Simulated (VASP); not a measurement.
Input of a VASP 6.6.1 run:

The input INCAR:

```
ALGO = Fast
EDIFF = 1E-6
ENCUT = 520
GGA = PS
ISIF = 2
ISMEAR = 0
LASPH = True
LCHARG = False
LREAL = False
LWAVE = False
NBANDS = 12
NELM = 100
PREC = Accurate
SIGMA = 0.15
```

File KPOINTS:

```
k-points
0
Gamma
  18 18 18
```

POSCAR

```
Cd
1.0
    1.6080291515      0.9283960635      2.4492874100
   -1.6080291515      0.9283960635      2.4492874100
    0.0000000000     -1.8567921270      2.4492874100
Cd
1
Direct
    0.0000000000      0.0000000000      0.0000000000
```

Potentials or basis: VASP PAW PBE potentials, release 64 (Cd).

Run with:

```console
$ cat potpaw_PBE.64/Cd/POTCAR > POTCAR
$ mpirun -np 1 vasp_std > vasp.out
```

(1) Predict the band gap on the k mesh.

(2) Estimate the pressure.

Answers

(1) none (metal or under the smearing width).

(2) -1.9 GPa.

Caveat: the PAW data sets were made with another functional, which shifts forces and pressure a little.
